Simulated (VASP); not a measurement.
# Te (C2/m) in VASP: further runs

The runs below take Te through relaxation of cell and atoms, with PBE.

All numbers are computed with VASP 6.6.1; they aren't measurements. Logs are shortened: lines on timing, memory, paths and dates and some standing lists are left out, and cuts for length are marked.

### Step 1. The structure

It takes space group C2/m (No. 12, monoclinic). The conventional cell has a = 8.468 Å, b = 4.742 Å, c = 3.960 Å, α = 90.00°, β = 91.89°, γ = 90.00°. Around Te (site symmetry m) lie 6 Te at 2.99 to 3.25 Å. Te (site symmetry 2/m) has 6 Te at 2.99 to 3.10 Å as nearest neighbours.

This isn't the form of Te at room conditions, which is trigonal, of chains.

### Step 2. Relaxation of cell and atoms, PBE

The input, INCAR:

```
SYSTEM = Te
  ALGO = Normal
  EDIFF = 1E-6
  EDIFFG = -0.01
  ENCUT = 520
  GGA = PE
  IBRION = 2
  ISIF = 3
  ISMEAR = 0
  LASPH = .TRUE.
  LCHARG = .FALSE.
  LREAL = .FALSE.
  LWAVE = .FALSE.
  NELM = 120
  NSW = 90
  PREC = Accurate
  SIGMA = 0.1
```

The input, KPOINTS:

```
k-points
0
G
  8 8 9
  0 0 0
```

The input, POSCAR:

```
Te
1.0
    4.2341000000     -2.3712000000      0.0000000000
    4.2341000000      2.3712000000      0.0000000000
   -0.1304491100      0.0000000000      3.9573505400
Te
3
Direct
    0.3240000000      0.3240000000      0.3250000000
    0.6760000000      0.6760000000      0.6750000000
    0.0000000000      0.0000000000      0.0000000000
```

Potentials or basis: VASP PAW PBE potentials, release 64 (Te).

Started as:

```sh
$ cat potpaw_PBE.64/Te/POTCAR > POTCAR
$ mpirun -np 1 vasp_std > vasp.out
```

OUTCAR:

```text
SYSTEM = Te
   EDIFF = 1E-6
   EDIFFG = -0.01
   ENCUT = 520
   GGA = PE
   IBRION = 2
   ISIF = 3
   ISMEAR = 0
   LASPH = .TRUE.
   LREAL = .FALSE.
   NELM = 120
   NSW = 90
   PREC = Accurate

 ion  position               nearest neighbor table
   1  0.324  0.324  0.325-   3 2.99   2 3.04   2 3.04   3 3.10   3 3.10   2 3.25
   2  0.676  0.676  0.675-   3 2.99   1 3.04   1 3.04   3 3.10   3 3.10   1 3.25
   3  0.000  0.000  0.000-   1 2.99   2 2.99   2 3.10   2 3.10   1 3.10   1 3.10

  LATTYP: Found a base centered monoclinic cell.
 ALAT       =     8.4682000000
 B/A-ratio  =     0.5600245625
 C/A-ratio  =     0.4675728020
 COS(beta)  =    -0.0329458543

  Lattice vectors:

 A1 = (   4.2341000000,  -2.3712000000,   0.0000000000)
 A2 = (   4.2341000000,   2.3712000000,   0.0000000000)
 A3 = (  -0.1304491100,   0.0000000000,   3.9573505400)

Analysis of symmetry for initial positions (statically):
=====================================================================
 Subroutine PRICEL returns:
 Original cell was already a primitive cell.

 Routine SETGRP: Setting up the symmetry group for a
 base centered monoclinic supercell.

 Subroutine GETGRP returns: Found  4 space group operations
 (whereof  4 operations were pure point group operations)
 out of a pool of  4 trial point group operations.

The static configuration has the point symmetry C_2h.

Analysis of symmetry for dynamics (positions and initial velocities):
=====================================================================
 Subroutine PRICEL returns:
 Original cell was already a primitive cell.

 Routine SETGRP: Setting up the symmetry group for a
 base centered monoclinic supercell.

 Subroutine GETGRP returns: Found  4 space group operations
 (whereof  4 operations were pure point group operations)
 out of a pool of  4 trial point group operations.

The dynamic configuration has the point symmetry C_2h.

 Subroutine INISYM returns: Found  4 space group operations
 (whereof  4 operations are pure point group operations),
 and found     1 'primitive' translations

----------------------------------------------------------------------------------------

                                     Primitive cell

  volume of cell :      79.4628

  direct lattice vectors                    reciprocal lattice vectors
     4.234100000 -2.371200000  0.000000000     0.118088850 -0.210863698  0.003892651
     4.234100000  2.371200000  0.000000000     0.118088850  0.210863698  0.003892651
    -0.130449110  0.000000000  3.957350540     0.000000000  0.000000000  0.252694319

  length of vectors
     4.852854031  4.852854031  3.959500002     0.241709802  0.241709802  0.252694319

  position of ions in fractional coordinates (direct lattice)
     0.324000000  0.324000000  0.325000000
     0.676000000  0.676000000  0.675000000
     0.000000000  0.000000000  0.000000000

  ion indices of the primitive-cell ions
   primitive index   ion index
                 1           1
                 2           2
                 3           3

----------------------------------------------------------------------------------------

 KPOINTS: k-points

Automatic generation of k-mesh.
 Grid dimensions read from file:
 generate k-points for:    8    8    9

 Generating k-lattice:

  Cartesian coordinates                     Fractional coordinates (reciprocal lattice)
     0.014761106 -0.026357962  0.000486581     0.125000000  0.000000000  0.000000000
     0.014761106  0.026357962  0.000486581     0.000000000  0.125000000  0.000000000
     0.000000000  0.000000000  0.028077147     0.000000000  0.000000000  0.111111111

  Length of vectors
     0.030213725  0.030213725  0.028077147

  Shift w.r.t. Gamma in fractional coordinates (k-lattice)
     0.000000000  0.000000000  0.000000000

 Subroutine IBZKPT returns following result:
 ===========================================

 Found    165 irreducible k-points:

 Following reciprocal coordinates:
            Coordinates               Weight
  0.000000  0.000000  0.000000      1.000000
  0.125000  0.000000  0.000000      4.000000
  0.250000  0.000000  0.000000      4.000000
  0.375000 -0.000000  0.000000      4.000000
  0.500000  0.000000  0.000000      2.000000
  0.125000  0.125000  0.000000      2.000000
[... 16 lines left out ...]
  0.125000  0.000000  0.111111      4.000000
  0.250000  0.000000  0.111111      4.000000
 [... further k-points ...]
   k-points           NKPTS =    165   k-points in BZ     NKDIM =    165   number of bands    NBANDS=     13
   number of dos      NEDOS =    301   number of ions     NIONS =      3
   total plane-waves  NPLWV =  38880
   dimension x,y,z NGX =    36 NGY =   36 NGZ =   30
   dimension x,y,z NGXF=    72 NGYF=   72 NGZF=   60
   ions per type =               3
   NGX,Y,Z   is equivalent  to a cutoff of  12.33, 12.33, 12.60 a.u.
   NGXF,Y,Z  is equivalent  to a cutoff of  24.67, 24.67, 25.19 a.u.
 SYSTEM =  Te
   PREC   = accura    normal or accurate (medium, high low for compatibility)
   ISTART =      0    job   : 0-new  1-cont  2-samecut
   ICHARG =      2    charge: 1-file 2-atom 10-const
   ISPIN  =      1    spin polarized calculation?
   LNONCOLLINEAR =      F non collinear calculations
   LSORBIT =      F    spin-orbit coupling
   LASPH  =      T    aspherical Exc in radial PAW
   ENCUT  =  520.0 eV  38.22 Ry    6.18 a.u.   9.02  9.02  7.36*2*pi/ulx,y,z
   NELM   =    120;   NELMIN=  2; NELMDL= -5     # of ELM steps
   EDIFF  = 0.1E-05   stopping-criterion for ELM
   LREAL  =      F    real-space projection
   EDIFFG = -.1E-01   stopping-criterion for IOM
   NSW    =     90    number of steps for IOM
   IBRION =      2    ionic relax: 0-MD 1-quasi-New 2-CG
   NFREE  =      1    steps in history (QN), initial steepest desc. (CG)
   ISIF   =      3    stress and relaxation
   ISYM   =      2    0-nonsym 1-usesym 2-fastsym
   POTIM  = 0.5000    time-step for ionic-motion
   TEBEG  =    0.0;   TEEND  =   0.0 temperature during run
   PSTRESS=    0.0 pullay stress
   NELECT =      18.0000    total number of electrons
   NUPDOWN=      -1.0000    fix difference up-down
   EMIN   =  10.00;   EMAX   =-10.00  energy-range for DOS
   EFERMI =   0.00;   METHOD = LEGACY
   ISMEAR =     0;   SIGMA  =   0.10  broadening in eV -4-tet -1-fermi 0-gaus
   EFERMI_NEDOS =   21; number of points for ismear=-14 and -15
   IALGO  =     38    algorithm
   IMIX   =      4    mixing-type and parameters
     AMIX     =   0.40;   BMIX     =  1.00
     AMIX_MAG =   1.60;   BMIX_MAG =  1.00
  volume/ion in A,a.u.               =      26.49       178.75
  Fermi-wavevector in a.u.,A,eV,Ry     =   0.997955  1.885862 13.550241  0.995915
  Thomas-Fermi vector in A             =   2.130146
   LORBIT       =      0    0 simple, 1 ext, 2 COOP (PROOUT), +10 PAW based schemes
   GGA     = PE    functional components
   LHFCALC =     F    Hartree Fock is set to
   AEXX    =    0.0000 exact exchange contribution
   IVDW    =     0    specifies the selected vdW correction
   LEPSILON=     F    determine dielectric tensor
   LRPA    =     F    only Hartree local field effects (RPA)
 conjugate gradient relaxation of ions
 non-spin polarized calculation
 Gauss-broadening in eV      SIGMA  =   0.10
  energy-cutoff  :      520.00
  volume of cell :       79.46
 maximum number of plane-waves:      2158
   NGX = 19   NGY = 19   NGZ = 15

--------------------------------------- Ionic step        1  -------------------------------------------

 number of electron      18.0000000 magnetization

 Free energy of the ion-electron system (eV)
  ---------------------------------------------------
  ext. energy  EPLUGINS =         0.00000000
  ---------------------------------------------------
  free energy    TOTEN  =        -8.74743991 eV

  energy without entropy =       -8.74079117  energy(sigma->0) =       -8.74411554

 E-fermi :   9.0211     XC(G=0): -10.3290

 val. band max:        9.0136328085   @ k =  -0.3750   0.2500   0.3333
 cond. band min:       9.0230046579   @ k =  -0.3750   0.5000   0.3333
 fundamental gap:      0.0093718494
 Fermi energy:         9.0210623952

 k-point     1 :       0.0000    0.0000    0.0000
  band No.  band energies     occupation
      1      -5.8066      2.00000
      2      -0.5680      2.00000
      3      -0.5240      2.00000
      4       4.2938      2.00000
      5       4.5615      2.00000
      6       5.0844      2.00000
      7       5.0999      2.00000
      8       6.8265      2.00000
      9       7.1346      2.00000
     10      10.5653      0.00000
     11      11.9718      0.00000
     12      12.3175      0.00000
     13      14.7391      0.00000
[... 353 lines left out ...]
 k-point    24 :       0.2500    0.0000    0.1111
  band No.  band energies     occupation
      1      -5.1877      2.00000
      2      -1.8932      2.00000
      3      -0.7424      2.00000
      4       3.2063      2.00000
      5       3.6618      2.00000
      6       6.5206      2.00000
      7       7.3733      2.00000
      8       7.6739      2.00000
      9       9.1181      0.17016
     10       9.2378      0.00217
     11      10.2005      0.00000
     12      10.8220      0.00000
     13      12.4417      0.00000

 [... further k-points ...]

------------------------ aborting loop because EDIFF is reached ----------------------------------------

  FORCE on cell =-STRESS in cart. coord.  units (eV):
  Direction    XX          YY          ZZ          XY          YZ          ZX
  --------------------------------------------------------------------------------------
  -------------------------------------------------------------------------------------
  Total        4.3933390      4.5734455      4.8939395      0.0000000      0.0000000      0.5200414
  in kB       88.5811850     92.2126024     98.6745978      0.0000000      0.0000000     10.4853915
  external PRESSURE =      93.1561284 kB  Pullay stress =       0.0000000 kB
[... 92 lines left out ...]
  FREE ENERGIE OF THE ION-ELECTRON SYSTEM (eV)
  ---------------------------------------------------
  free  energy   TOTEN  =        -9.0450265801 eV

  energy  without entropy=       -9.0361053803  energy(sigma->0) =       -9.04056598

[... ionic steps 4 to 72 ...]

--------------------------------------- Ionic step       73  -------------------------------------------

 number of electron      18.0000003 magnetization

------------------------ aborting loop because EDIFF is reached ----------------------------------------

  FORCE on cell =-STRESS in cart. coord.  units (eV):
  Direction    XX          YY          ZZ          XY          YZ          ZX
  --------------------------------------------------------------------------------------
  -------------------------------------------------------------------------------------
  Total       -0.0227788     -0.0071119     -0.0645376      0.0000000      0.0000000     -0.0290466
  in kB       -0.3547251     -0.1107513     -1.0050192      0.0000000      0.0000000     -0.4523314
  external PRESSURE =      -0.4901652 kB  Pullay stress =       0.0000000 kB
[... 59 lines left out ...]
  energy  without entropy=       -9.3683957701  energy(sigma->0) =       -9.36876584

--------------------------------------- Ionic step       75  -------------------------------------------

 number of electron      18.0000002 magnetization

 Free energy of the ion-electron system (eV)
  ---------------------------------------------------
  ext. energy  EPLUGINS =         0.00000000
  ---------------------------------------------------
  free energy    TOTEN  =        -9.36921726 eV

  energy without entropy =       -9.36839949  energy(sigma->0) =       -9.36880837

 E-fermi :   5.9891     XC(G=0):  -9.0445

 val. band max:        5.9522224886   @ k =   0.5000   0.5000   0.0000
 cond. band min:       6.0483816963   @ k =   0.0000   0.0000   0.4444
 fundamental gap:      0.0961592077
 Fermi energy:         5.9890629643

 k-point     1 :       0.0000    0.0000    0.0000
  band No.  band energies     occupation
      1      -7.6018      2.00000
      2      -4.4417      2.00000
      3      -4.4380      2.00000
      4       2.8938      2.00000
      5       3.0391      2.00000
      6       3.4756      2.00000
      7       4.0352      2.00000
      8       4.4310      2.00000
      9       4.6780      2.00000
     10       6.7598      0.00000
     11       6.8582      0.00000
     12       7.3608      0.00000
     13      10.5744      0.00000
[... 353 lines left out ...]
 k-point    24 :       0.2500    0.0000    0.1111
  band No.  band energies     occupation
      1      -7.0885      2.00000
      2      -5.0346      2.00000
      3      -3.9538      2.00000
      4       1.1916      2.00000
      5       1.8291      2.00000
      6       2.5423      2.00000
      7       4.8267      2.00000
      8       4.9899      2.00000
      9       5.2291      2.00000
     10       6.4007      0.00000
     11       6.5644      0.00000
     12       7.0514      0.00000
     13       9.3939      0.00000

 [... further k-points ...]

------------------------ aborting loop because EDIFF is reached ----------------------------------------

  FORCE on cell =-STRESS in cart. coord.  units (eV):
  Direction    XX          YY          ZZ          XY          YZ          ZX
  --------------------------------------------------------------------------------------
  -------------------------------------------------------------------------------------
  Total       -0.0106569     -0.0137853     -0.0139600      0.0000000      0.0000000      0.0014613
  in kB       -0.1661051     -0.2148656     -0.2175877      0.0000000      0.0000000      0.0227766
  external PRESSURE =      -0.1995195 kB  Pullay stress =       0.0000000 kB
[... 18 lines left out ...]
  FREE ENERGIE OF THE ION-ELECTRON SYSTEM (eV)
  ---------------------------------------------------
  free  energy   TOTEN  =        -9.3692172628 eV

  energy  without entropy=       -9.3683994868  energy(sigma->0) =       -9.36880837

 reached required accuracy - stopping structural energy minimisation
```

It took 46 min on 1 thread of Intel Xeon 6975P-C (Granite Rapids), shared host; peak memory 0.36 GiB.

Results:

```yaml
Free_energy: -9.3692 eV
Relaxed_volume: 34.26 Å³/atom
Relaxed_cell: a = 4.539 Å, b = 4.539 Å, c = 5.975 Å, α = 90.54°, β = 90.54°, γ = 56.62°
Space_group_after_relaxing_to_0.05_Å: C2/m (No. 12)
Energy_gained_by_relaxing: 207.3 meV/atom
Ionic_steps: 75
Pressure_after_relaxing: 0.0 GPa
Band_gap_on_the_k_mesh: 0.10 eV
```

The path:
```
step  energy change (eV)  largest force (eV/Å)  pressure (GPa)  volume (Å³)
   1              0.0000                0.5074            9.32        79.46
   3             -0.2976                0.1597           -0.18        90.71
   5             -0.4739                0.0700            0.44        93.94
   7             -0.4792                0.0684           -2.89       104.76
   9             -0.5503                0.0543            0.12        97.81
  11             -0.5562                0.0089            0.16        97.77
  13             -0.5560                0.0239           -0.47        99.09
  15             -0.5576                0.0142           -0.05        98.23
  17             -0.5582                0.0242            0.00        98.17
  19             -0.5585                0.0213            0.02        98.13
  21             -0.5586                0.0125           -0.08        98.30
  23             -0.5587                0.0133            0.01        98.15
  25             -0.5588                0.0184           -0.01        98.21
  27             -0.5592                0.0445           -0.09        98.47
  29             -0.5594                0.0787           -0.15        98.82
  31             -0.5594                0.0794           -0.15        98.83
  33             -0.5595                0.0820           -0.15        98.85
  35             -0.5597                0.0924           -0.14        98.95
  37             -0.5606                0.1398           -0.03        99.34
  39             -0.5686                0.3104            1.29       100.81
  41             -0.5704                0.2644            0.92       100.52
  43             -0.5706                0.2770            1.02       100.64
  45             -0.5708                0.2816            1.06       100.69
  47             -0.5723                0.2812            1.05       100.79
  49             -0.5784                0.2770            1.07       101.21
  51             -0.5962                0.2189            1.14       102.85
  53             -0.5974                0.2210            1.20       103.39
  55             -0.6115                0.1122            0.33       104.80
  57             -0.6142                0.0522           -0.24       105.80
  59             -0.6162                0.0420           -0.11       105.29
  61             -0.6164                0.0746           -0.03       105.03
  63             -0.6190                0.0541            0.05       104.29
  65             -0.6196                0.0405            0.14       103.69
  67             -0.6201                0.0092           -0.13       104.00
  69             -0.6211                0.0312           -0.09       103.22
  71             -0.6215                0.0261            0.04       102.73
  73             -0.6216                0.0191           -0.05       102.88
  75             -0.6218                0.0015           -0.02       102.79
```

Final structure:
```
Te
1.0
     3.99558   -2.15259    0.06311
     3.99558    2.15259    0.06311
    -0.15799    0.00000    5.97320
Te
3
Direct
  0.37151 0.37151 0.33003
  0.62849 0.62849 0.66997
  0.00000 0.00000 0.00000
```

Caveat: the volume moved by over 15 % at a fixed basis, so the end points are rough; spin-orbit coupling is left out, which moves the levels of the heavy elements; an odd mesh through Γ misses points on the zone boundary, where band edges often lie; the volume moved by +29 % from the deposited cell, more than functionals usually miss. PBE usually gives volumes a little too large and moduli too small.

### Step 3. Relaxation of cell and atoms, PBE

This run uses another cell than the first one, of 34.26 Å³/atom, 1.294 times its volume.

INCAR, as its differences from that of step 2:

```diff
@@ -2,4 +2,4 @@
   ALGO = Normal
-  EDIFF = 1E-6
-  EDIFFG = -0.01
+  EDIFF = 1E-7
+  EDIFFG = -0.005
   ENCUT = 520
@@ -14,3 +14,4 @@
   NELM = 120
-  NSW = 90
+  NSW = 60
+  POTIM = 0.3
   PREC = Accurate
```

KPOINTS is that of step 2.

The input, POSCAR:

```
Te                                      
1.0
    3.9955844124     -2.1525906902      0.0631061647
    3.9955844124      2.1525906902      0.0631061647
   -0.1579851526      0.0000000000      5.9732001758
  Te            
     3
Direct
     0.3715059469553774    0.3715059469553774    0.3300340492985455
     0.6284940530446224    0.6284940530446224    0.6699659507014550
     0.0000000000000000    0.0000000000000000    0.0000000000000000
```

Potentials or basis: VASP PAW PBE potentials, release 64 (Te).

Started as:

```sh
$ cat potpaw_PBE.64/Te/POTCAR > POTCAR
$ mpirun -np 1 vasp_std > vasp.out
```

It took 2.7 min on 1 thread of Intel Xeon 6975P-C (Granite Rapids), shared host; peak memory 0.34 GiB.

Results (log left out):

| Item | Value |
| --- | --- |
| Free energy | -9.3719 eV |
| Pressure after relaxing | 0.0 GPa |
| Band gap on the k mesh | 0.10 eV, indirect (least direct gap 0.13 eV) |

Final structure:
```
Te
1.0
     3.99558   -2.15259    0.06311
     3.99558    2.15259    0.06311
    -0.15799    0.00000    5.97320
Te
3
Direct
  0.37151 0.37151 0.33003
  0.62849 0.62849 0.66997
  0.00000 0.00000 0.00000
```

Levels at points of the mesh, in eV from the valence-band top:
| k point | band 6 | band 7 | band 8 | band 9 | band 10 | band 11 | band 12 | band 13 |
| --- | --- | --- | --- | --- | --- | --- | --- | --- |
| (0.00, 0.00, 0.00) | -2.48 | -1.92 | -1.52 | -1.27 | 0.81 | 0.91 | 1.41 | 4.62 |
| (0.50, 0.00, 0.00) | -3.78 | -3.64 | -1.28 | -0.85 | 0.54 | 0.62 | 2.78 | 3.45 |
| (0.50, 0.50, 0.00) | -3.84 | -3.52 | -0.39 | 0.00 | 0.13 | 0.16 | 2.74 | 3.40 |

Caveat: the relaxation stopped at its first step, so nothing moved; spin-orbit coupling is left out, which moves the levels of the heavy elements; an odd mesh through Γ misses points on the zone boundary, where band edges often lie.
